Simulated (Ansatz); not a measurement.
(010) slab cut from the bulk of HfSi2, Cmcm (No. 63); the slab's formula is HfSi2:

```yaml
crystal:
  lattice:
    - [3.65979, 0.00000, 0.00000]
    - [0.00000, 3.68253, 0.00000]
    - [0.00000, 0.00000, 27.48703]
  atoms:
    - { symbol: Si, position: [0.25000, 0.50000, 0.27286] }
    - { symbol: Si, position: [0.75000, 0.00000, 0.27316] }
    - { symbol: Hf, position: [0.75000, 0.50000, 0.34974] }
    - { symbol: Si, position: [0.25000, 0.00000, 0.37691] }
    - { symbol: Si, position: [0.75000, 0.00000, 0.43454] }
    - { symbol: Hf, position: [0.25000, 0.50000, 0.46171] }
    - { symbol: Si, position: [0.25000, 0.00000, 0.53829] }
    - { symbol: Si, position: [0.75000, 0.50000, 0.53859] }
    - { symbol: Hf, position: [0.75000, 0.00000, 0.61517] }
    - { symbol: Si, position: [0.25000, 0.50000, 0.64234] }
    - { symbol: Si, position: [0.75000, 0.50000, 0.69997] }
    - { symbol: Hf, position: [0.25000, 0.00000, 0.72714] }
```

The calculation used DFT PBE, scalar-relativistic, plane waves, PAW in Ansatz 0.2.0. Plane waves to 420 eV, a k mesh through Γ of 10×10×1 on the computed 12-atom cell and Gaussian smearing (0.10 eV); no spin polarisation. A dipole correction removes the field between periodic images along c.

(1) What forces act on the atoms?

Spin–orbit coupling is left out, which can shift energies with elements as heavy as these.

Results:

(1)
| atom | Fx (eV/Å) | Fy (eV/Å) | Fz (eV/Å) |
| --- | --- | --- | --- |
| Si1 | 0.000 | 0.000 | -0.250 |
| Si2 | 0.000 | 0.000 | -0.314 |
| Hf3 | 0.000 | 0.000 | 0.883 |
| Si4 | 0.000 | 0.000 | -0.393 |
| Si5 | 0.000 | 0.000 | -0.005 |
| Hf6 | 0.000 | 0.000 | 0.017 |
| Si7 | 0.000 | 0.000 | 0.103 |
| Si8 | 0.000 | 0.000 | 0.011 |
| Hf9 | 0.000 | 0.000 | -0.154 |
| Si10 | 0.000 | 0.000 | 0.352 |
| Si11 | 0.000 | 0.000 | 1.050 |
| Hf12 | 0.000 | 0.000 | -1.300 |

Cost: 1 run of about 1.4 core-minutes, on Intel Xeon 6975P-C (Granite Rapids) (shared hosts).